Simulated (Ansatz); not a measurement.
Method: DFT PBE, scalar-relativistic, plane waves, PAW (Ansatz). All cells share a 420 eV cutoff and Γ-centred k meshes spaced at most about 0.3 Å⁻¹ (2π included). No spin polarisation in the final relaxations.

All energies are static (0 K, no zero-point motion).

Compare these two cells of HfSi2O6, each relaxed at this level.

A.

Space group C222 (No. 21). a = 5.216 Å, b = 9.896 Å, c = 6.020 Å, α = 90.00°, β = 90.00°, γ = 90.00°
```tsv
atom	site	symmetry	x	y	z
Hf	2b	222	0.5000	0.0000	0.0000
Si	4k	..2	0.7500	0.2500	0.3443
O	8l	1	0.2061	0.3828	0.8113
O	4h	.2.	0.5000	0.2766	0.5000
```

B.

Space group C2 (No. 5). a = 9.911 Å, b = 5.016 Å, c = 5.885 Å, α = 90.00°, β = 91.72°, γ = 90.00°
```tsv
atom	site	symmetry	x	y	z
Hf	2a	2	0.0000	0.5412	0.0000
Si	4c	1	0.7530	0.2336	0.6552
O	4c	1	0.6106	0.8190	0.2023
O	4c	1	0.7300	0.4251	0.4319
O	4c	1	0.8773	0.7513	0.1826
```

**Question.** Which is lower in energy, and by how much?

**Answer.** B is lower, by 7 meV/atom. A has space group C222 (No. 21), 17.3 Å³/atom and a gap of 4.94 eV on its mesh; B has space group C2 (No. 5), 16.2 Å³/atom and a gap of 5.03 eV. Counting O atoms around Hf and Si (those within 1.25 times the shortest such distance or 1.15 times the sum of covalent radii), A and B both have Hf 4, Si 4. The denser one is the lower, and pressure would at first widen the difference. Both come from invented guesses.

Spin–orbit coupling, which can matter for Hf, is left out. Kohn–Sham gaps at this level usually fall short of measured ones. Cells relaxed within their symmetry can be saddle points. The C2 cell of HfSi2O6 came from shaking the C222 one.
